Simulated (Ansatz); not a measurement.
# TiAl2: convergence and cost

Aim, for TiAl2: sweep the k-point mesh shifted by half a step.

Computed with Ansatz 0.2.0 (DFT PBEsol, scalar-relativistic, plane waves, PAW, unless a step's input says otherwise).

4 further runs of the same task are left out: 3 for a known fault of the program, 1 set aside as unsound or not needed. Runs told in other sessions of the task aren't counted.

### Step 1. The structure to begin with

It takes space group Cmmm (No. 65, orthorhombic). The conventional cell has a = 3.959 Å, b = 12.094 Å, c = 4.032 Å, α = 90.00°, β = 90.00°, γ = 90.00°. Around Ti (site symmetry m2m) lie 10 Al at 2.68 to 2.92 Å. Al (site symmetry mmm) is surrounded by 4 Ti at 2.68 Å and 8 Al at 2.83 to 2.93 Å. Around Al (site symmetry m2m) lie 6 Al at 2.67 to 2.93 Å and 6 Ti at 2.84 to 2.92 Å. Around Al (site symmetry mmm) lie 4 Ti at 2.70 Å and 8 Al at 2.83 to 2.91 Å.

Coordinates:

```cif
data_structure
_symmetry_space_group_name_H-M 'Cmmm'
_symmetry_Int_Tables_number 65
_cell_length_a 3.9591
_cell_length_b 12.0944
_cell_length_c 4.0315
_cell_angle_alpha 90.000
_cell_angle_beta 90.000
_cell_angle_gamma 90.000
_cell_volume 193.04
loop_
_atom_site_label
_atom_site_type_symbol
_atom_site_symmetry_multiplicity
_atom_site_Wyckoff_symbol
_atom_site_fract_x
_atom_site_fract_y
_atom_site_fract_z
_atom_site_occupancy
Ti1 Ti 4 i 0.50000 0.85100 0.00000 1
Al1 Al 2 a 0.00000 0.00000 0.00000 1
Al2 Al 4 j 0.50000 0.67600 0.50000 1
Al3 Al 2 c 0.50000 0.00000 0.50000 1
```

The structure comes from the Crystallography Open Database; it is used as listed.

### Step 2. The base input

File input.yaml:

```yaml
crystal:
  lattice:
    - [1.97955, -6.0472, 0.0]
    - [1.97955, 6.0472, 0.0]
    - [0.0, 0.0, 4.0315]
  atoms:
    - { symbol: Ti, position: [0.649, 0.351, 0.0] }
    - { symbol: Ti, position: [0.351, 0.649, 0.0] }
    - { symbol: Al, position: [0.0, 0.0, 0.0] }
    - { symbol: Al, position: [0.824, 0.176, 0.5] }
    - { symbol: Al, position: [0.176, 0.824, 0.5] }
    - { symbol: Al, position: [0.5, 0.5, 0.5] }
basis:
  ecutwfc: 420
kpoints:
  mp_grid: { grid: [10, 10, 10] }
hamiltonian:
  xc: pbesol
scf:
  occupations: { method: gaussian, width: 0.1 }
output:
  forces: true
  stress: true
  eigenvalues: true
  populations: true
```

It was run beforehand and gave: -1174.7459 eV/atom at zero smearing, pressure -2.81 GPa, largest force 0.859 eV/Å, no gap on the mesh, in 6 SCF cycles and 23 s.

### Step 3. K-point mesh shifted by half a step: 8×8×6

File input.yaml:

```yaml
crystal:
  lattice:
    - [1.97955, -6.0472, 0.0]
    - [1.97955, 6.0472, 0.0]
    - [0.0, 0.0, 4.0315]
  atoms:
    - { symbol: Ti, position: [0.649, 0.351, 0.0] }
    - { symbol: Ti, position: [0.351, 0.649, 0.0] }
    - { symbol: Al, position: [0.0, 0.0, 0.0] }
    - { symbol: Al, position: [0.824, 0.176, 0.5] }
    - { symbol: Al, position: [0.176, 0.824, 0.5] }
    - { symbol: Al, position: [0.5, 0.5, 0.5] }
basis:
  ecutwfc: 420
kpoints:
  mp_grid: { grid: [8, 8, 6], shift: [0.5, 0.5, 0.5] }
hamiltonian:
  xc: pbesol
scf:
  occupations: { method: gaussian, width: 0.1 }
output:
  forces: true
  stress: true
  eigenvalues: true
```

Run with:

```console
ansatz run input.yaml --threads 1 --pin off --max-ram 2560MiB --backend cpu --events-out ev --progress --plain --runs-dir out
```

### Step 4. K-point mesh shifted by half a step: 8×8×8

input.yaml, as its differences from that of step 3:

```diff
@@ -15,3 +15,3 @@
 kpoints:
-  mp_grid: { grid: [8, 8, 6], shift: [0.5, 0.5, 0.5] }
+  mp_grid: { grid: [8, 8, 8], shift: [0.5, 0.5, 0.5] }
 hamiltonian:
```

### Step 5. K-point mesh shifted by half a step: 10×10×8

input.yaml, as its differences from that of step 4:

```diff
@@ -15,3 +15,3 @@
 kpoints:
-  mp_grid: { grid: [8, 8, 8], shift: [0.5, 0.5, 0.5] }
+  mp_grid: { grid: [10, 10, 8], shift: [0.5, 0.5, 0.5] }
 hamiltonian:
```

(Steps that only read results are left out.)

Q: Predict the outcome of the series: the values and the trend.

**Answer**, as computed:

| quantity | value |
| --- | --- |
| largest energy shift, k-point mesh shifted by half a step | 0.34 meV/atom at 8×8×8 |

In words: The densest shifted mesh lands 0.01 meV/atom from the base run. The listed cell is far from this method's equilibrium (-2.8 GPa, forces up to 0.86 eV/Å), so its values are not those of the relaxed crystal.
